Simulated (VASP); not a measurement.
## KCl (Sylvite): single point with r2SCAN

**Measured values to compare with.**

A printed reference work, monograph reports, for a bulk crystal of KCl: band gap 8.68 eV.

KCl (Sylvite):

```
K Cl
1.0
     0.00000    3.14485    3.14485
     3.14485    0.00000    3.14485
     3.14485    3.14485    0.00000
K Cl
1 1
Direct
  0.00000 0.00000 0.00000
  0.50000 0.50000 0.50000
```

```json
{
 "Program": "VASP 6.6.1",
 "Task": "single point",
 "Functional": "r2SCAN",
 "Potentials or basis": "VASP PAW PBE potentials, release 64 (K_sv, Cl)",
 "Cutoff": "520 eV",
 "k mesh": "6 × 6 × 6",
 "Occupations": "fermi-dirac, width 0.02 eV",
 "Spin": "no spin polarisation"
}
```

```yaml
Pressure: 0.0 GPa
Band_gap_on_the_k_mesh: 5.84 eV, direct
```

Levels at points of the mesh, in eV from the valence-band top:
| k point | band 5 | band 6 | band 7 | band 8 | band 9 | band 10 | band 11 | band 12 |
| --- | --- | --- | --- | --- | --- | --- | --- | --- |
| (0.00, 0.00, 0.00) | -10.96 | 0.00 | 0.00 | 0.00 | 5.84 | 9.03 | 9.03 | 9.03 |
| (0.50, 0.00, 0.00) | -10.73 | -1.05 | -0.32 | -0.32 | 8.14 | 9.25 | 11.33 | 11.33 |
| (0.50, 0.50, 0.00) | -11.01 | -0.67 | -0.23 | -0.23 | 7.03 | 9.22 | 10.70 | 11.11 |

Run time: 64 s on 1 thread of Intel(R) Xeon(R) Platinum 8259CL CPU @ 2.50GHz (Skylake/Cascade Lake), on a shared host, peak memory 0.21 GiB.

Against the measured gap of KCl, 8.68 eV (a printed reference work, monograph), the calculated 5.84 eV is off by -2.84 eV. The value is that of r2SCAN, without temperature or zero-point motion.

Caveat: the PAW data sets were made with another functional, which shifts forces and pressure a little.
